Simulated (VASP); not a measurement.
A VASP 6.6.1 single-point calculation on InP

INCAR

```
LWAVE = .FALSE.
ENCUT = 520
SIGMA = 0.5
LREAL = .FALSE.
IBRION = -1
EDIFF = 1E-7
NELM = 82
NBANDS = 16
ISIF = 2
LASPH = .TRUE.
NSW = 0
PREC = High
GGA = PE
LCHARG = .FALSE.
ISMEAR = 0
```

KPOINTS

```
KPOINTS created by Atomic Simulation Environment
0
Gamma
8 8 8
0 0 0
```

POSCAR

```
In P
 1.0000000000000000
     0.0000000000000000    2.9537876347999998    3.0424012639000000
     2.9537876347999998    0.0000000000000000    3.0424012639000000
     2.9537876347999998    2.9537876347999998    0.0000000000000000
 In  P
   1   1
Cartesian
  0.0000000000000000  0.0000000000000000  0.0000000000000000
  1.4768938173999999  1.4768938173999999  1.5212006319500000
```

The recommended PBE PAW datasets give the neutral cell 18 valence electrons.

Command

```
mpirun -np 1 vasp_std
```

OSZICAR

```
N       E                     dE             d eps       ncg     rms          rms(c)
DAV:   1     0.110739852984E+03    0.11074E+03   -0.83755E+03  1904   0.123E+03
DAV:   2    -0.123717057858E+01   -0.11198E+03   -0.10713E+03  2056   0.294E+02
DAV:   3    -0.859963549328E+01   -0.73625E+01   -0.73263E+01  2504   0.742E+01
DAV:   4    -0.879384439332E+01   -0.19421E+00   -0.19415E+00  2400   0.133E+01
DAV:   5    -0.880329491865E+01   -0.94505E-02   -0.94504E-02  2808   0.251E+00    0.523E+00
DAV:   6    -0.842564163322E+01    0.37765E+00   -0.61977E-01  3016   0.121E+01    0.313E+00
DAV:   7    -0.840192393330E+01    0.23718E-01   -0.14482E-01  2712   0.284E+00    0.121E+00
DAV:   8    -0.840252865536E+01   -0.60472E-03   -0.13590E-02  2368   0.135E+00    0.263E-01
DAV:   9    -0.840317449878E+01   -0.64584E-03   -0.12798E-03  2440   0.395E-01    0.142E-01
DAV:  10    -0.840331558579E+01   -0.14109E-03   -0.20730E-04  2824   0.162E-01    0.902E-02
DAV:  11    -0.840339391282E+01   -0.78327E-04   -0.11389E-04  2328   0.845E-02    0.370E-02
DAV:  12    -0.840339356398E+01    0.34884E-06   -0.68804E-06  2288   0.270E-02    0.108E-02
DAV:  13    -0.840339401153E+01   -0.44755E-06   -0.14491E-06  2528   0.594E-03    0.907E-03
DAV:  14    -0.840339422380E+01   -0.21227E-06   -0.21666E-07  2408   0.458E-03    0.172E-03
DAV:  15    -0.840339424384E+01   -0.20048E-07   -0.96994E-09  1840   0.717E-04
   1 F= -.84033942E+01 E0= -.84015344E+01  d E =-.371975E-02
```

Standard output (part)

```
POSCAR found type information on POSCAR InP
 POSCAR found :  2 types and       2 ions
 LDA part: xc-table for (Slater+PW92), standard interpolation
 POSCAR, INCAR and KPOINTS ok, starting setup
 WAVECAR not read
 entering main loop
```

From OUTCAR

```
k-points           NKPTS =     59   k-points in BZ     NKDIM =     59   number of bands    NBANDS=     16

   NELECT =      18.0000    total number of electrons

   dimension x,y,z NGX =    32 NGY =   32 NGZ =   32
   dimension x,y,z NGXF=    40 NGYF=   40 NGZF=   40

  energy-cutoff  :      520.00
  volume of cell :       53.09
      direct lattice vectors                 reciprocal lattice vectors
     0.000000000  2.953787635  3.042401264    -0.169274187  0.169274187  0.164343871
     2.953787635  0.000000000  3.042401264     0.169274187 -0.169274187  0.164343871
     2.953787635  2.953787635  0.000000000     0.169274187  0.169274187 -0.164343871

 k-points in reciprocal lattice and weights: KPOINTS created by Atomic Simulation Env
   0.00000000  0.00000000  0.00000000       0.002
   0.12500000  0.00000000  0.00000000       0.016
   0.25000000  0.00000000  0.00000000       0.016
   0.37500000  0.00000000  0.00000000       0.016
   0.50000000  0.00000000  0.00000000       0.008
   0.12500000  0.12500000  0.00000000       0.004
   0.25000000  0.12500000  0.00000000       0.016
   0.37500000  0.12500000  0.00000000       0.016
   ...

 E-fermi :   5.1756

 k-point     1 :       0.0000    0.0000    0.0000
  band No.  band energies     occupation
      1      -9.4756      2.00000
      2      -9.4627      2.00000
      3      -9.4627      2.00000
      4      -9.3428      2.00000
      5      -9.3380      2.00000
      6      -6.5410      2.00000
      7       4.5290      1.93258
      8       4.6687      1.84836
      9       4.6687      1.84836
     10       5.0389      1.30116
     11       8.7001      0.00000
     12       8.7001      0.00000
     13       8.7494      0.00000
     14      12.9487      0.00000
     15      13.7589      0.00000
     16      14.2085      0.00000

 k-point     2 :       0.1250    0.0000    0.0000
  band No.  band energies     occupation
      1      -9.4834      2.00000
      2      -9.4635      2.00000
      3      -9.4567      2.00000
      4      -9.3431      2.00000
      5      -9.3374      2.00000
      6      -6.3775      2.00000
      7       3.0678      2.00000
      8       4.3992      1.97191
      9       4.5078      1.94112
     10       6.0644      0.01194
     11       8.7914      0.00000
     12       8.9663      0.00000
     13       9.0142      0.00000
     14      13.1771      0.00000
     15      13.5476      0.00000
     16      13.7560      0.00000

 k-point     3 :       0.2500    0.0000    0.0000
  band No.  band energies     occupation
      1      -9.5166      2.00000
      2      -9.4515      2.00000
      3      -9.4437      2.00000
      4      -9.3420      2.00000
      5      -9.3340      2.00000
      6      -5.9219      2.00000
      7       1.2801      2.00000
      8       4.0399      1.99868
      9       4.1839      1.99497
     10       6.2584      0.00219
     11       9.3199      0.00000
     12       9.4134      0.00000
     13       9.8213      0.00000
     14      13.0618      0.00000
     15      13.2302      0.00000
     16      13.6994      0.00000

 ...

  Total        0.0736533      0.0736533     -0.3504094      0.0000000      0.0000000      0.0000000
  in kB        2.2227855      2.2227855    -10.5750218      0.0000000      0.0000000      0.0000000
  external PRESSURE =      -2.0431503 kB  Pullay stress =       0.0000000 kB

 POSITION                                       TOTAL-FORCE (eV/Angst)
 -----------------------------------------------------------------------------------
      0.00000      0.00000      0.00000        -0.000000     -0.000000     -0.000000
      1.47689      1.47689      1.52120         0.000000      0.000000      0.000000
 -----------------------------------------------------------------------------------
    total drift:                                0.000001      0.000001     -0.000001

  FREE ENERGIE OF THE ION-ELECTRON SYSTEM (eV)
  ---------------------------------------------------
  free  energy   TOTEN  =        -8.4033942438 eV

  energy  without entropy=       -8.3996744893  energy(sigma->0) =       -8.40153437
```

It converged. Results: gap between bands v and c on the k mesh 0.37 eV; least direct gap on the k mesh 0.37 eV; pressure -0.2 GPa. Band v is the last that the valence electrons fill when counted band by band, and c is the next.

For comparison, a separate PBE run of the intended cell, on usual settings and not on those above, gives a gap of 0.37 eV on its mesh and a pressure of -0.3 GPa.

The run above took about 31 s on one core of a shared host (Intel Xeon Platinum 8488C) and held 0.16 GiB at most.
